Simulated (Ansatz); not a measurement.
# Si4HC4: the cost of one run

Program: Ansatz 0.2.0. Level of theory: DFT PBE, scalar-relativistic, plane waves, PAW. These are calculated values, not measurements.

The COD entry's cell or inner coordinates are ideal or old and differ from later refinements, so a difference from it is no clean test against experiment.

2 further runs of the same task are left out: 2 set aside as unsound or not needed.

## Step 1: The structure to begin with

It takes space group P1 (No. 1, triclinic). Conventional cell: a = 3.097 Å, b = 4.379 Å, c = 20.133 Å, α = 90.00°, β = 90.00°, γ = 90.00°. Around Si (site symmetry 1) lie 3 C at 1.90 Å. C (site symmetry 1) has 3 Si at 1.90 Å as nearest neighbours. Around Si (site symmetry 1) lie 4 C at 1.90 to 1.94 Å. C (site symmetry 1) has 4 Si at 1.90 to 1.95 Å as nearest neighbours. Si (site symmetry 1) is surrounded by 4 C at 1.86 to 1.95 Å. C (site symmetry 1) is surrounded by 4 Si at 1.84 to 1.94 Å. Around Si (site symmetry 1) lie 3 C at 1.78 to 1.84 Å and 1 H at 1.80 Å. C (site symmetry 1) is surrounded by 1 H at 1.10 Å. Only part of the 9 independent sites is listed.

Structure file:

```cif
data_structure
_symmetry_space_group_name_H-M 'P 1'
_symmetry_Int_Tables_number 1
_cell_length_a 3.0967
_cell_length_b 4.3795
_cell_length_c 20.1332
_cell_angle_alpha 90.000
_cell_angle_beta 90.000
_cell_angle_gamma 90.000
_cell_volume 273.05
loop_
_atom_site_label
_atom_site_type_symbol
_atom_site_fract_x
_atom_site_fract_y
_atom_site_fract_z
_atom_site_occupancy
Si1 Si 0.50000 0.50000 0.19868 1
C1 C 0.00000 0.25000 0.19868 1
Si2 Si 0.00000 0.00000 0.27558 1
C2 C 0.50000 0.75000 0.27558 1
Si3 Si 0.50000 0.49714 0.35549 1
C3 C 0.00000 0.25594 0.35416 1
Si4 Si 0.00000 0.94989 0.41690 1
C4 C 0.50000 0.75474 0.42880 1
H1 H 0.66667 0.75474 0.47679 1
```

This is the geometry of the first run shown, built on a cell relaxed beforehand with the same method.

## Step 2: Plan of the line

Atoms count from 1 in the order of the input.

H is moved over the surface cell; relaxed at each place: the height of the adsorbate's atoms; substrate rigid; the origin of the map has the adsorbate above C8.

The axes are (1) position of H9 along the first surface vector, from above C8: 6 values from 0.000 to 0.833, periodic; (2) position of H9 along the second surface vector, from above C8: 6 values from 0.000 to 0.833, periodic.

Relaxed at each point: the height of the adsorbate's atoms; substrate rigid. Points are written as (first, second).

The two vectors of the plane (Å): (3.097, 0.000, 0.000); (0.000, 4.380, 0.000).

## Step 3: Point (1/6, 0/6) of the map's two axes

Contents of input.yaml:

```yaml
crystal:
  lattice:
    - [3.0967389835, 0.0, 0.0]
    - [0.0, 4.3794502696, 0.0]
    - [0.0, 0.0, 20.1332068409]
  atoms:
    - { symbol: Si, position: [0.5, 0.5, 0.1986767449] }
    - { symbol: C, position: [0.0, 0.25, 0.1986767449] }
    - { symbol: Si, position: [0.0, 0.0, 0.2755829975] }
    - { symbol: C, position: [0.5, 0.75, 0.2755829975] }
    - { symbol: Si, position: [0.5, 0.4971399929, 0.3554907356] }
    - { symbol: C, position: [0.0, 0.2559423736, 0.3541649052] }
    - { symbol: Si, position: [0.0, 0.9498903522, 0.4168952508] }
    - { symbol: C, position: [0.5, 0.7547379257, 0.4288043583] }
    - { symbol: H, position: [0.6666666667, 0.7547379257, 0.4767912811], spin: 1.0 }
basis:
  ecutwfc: 420
kpoints:
  mp_grid: { grid: [9, 6, 1] }
hamiltonian:
  xc: pbe
  pseudopotentials: { kind: paw, azcp: { folder: soft_1 } }
scf:
  occupations: { method: gaussian, width: 0.05 }
output:
  forces: true
  eigenvalues: true
  populations: true
magnetization:
  spin_polarized: true
relax:
  adjacent_minimum: "off"
  f_tol: 0.025
  max_steps: 16
  constraints: [{ sites: [0, 1, 2, 3, 4, 5, 6, 7] }, { sites: [8], fix: xy }]
efield:
  axis: 3
  dipole_correction: true
  ramp_width: 0.04
```

Started as:

```bash
$ ansatz run input.yaml --threads 2 --pin off --max-ram 6144MiB --backend cpu --events-out ev --progress --plain --runs-dir out
```

**Question.** How long does this run take on 2 threads of Intel Xeon Platinum 8259CL at 2.50GHz (Skylake/Cascade Lake), shared host, and how much memory does it need?

About 1.8 min, with a peak of 0.73 GiB.
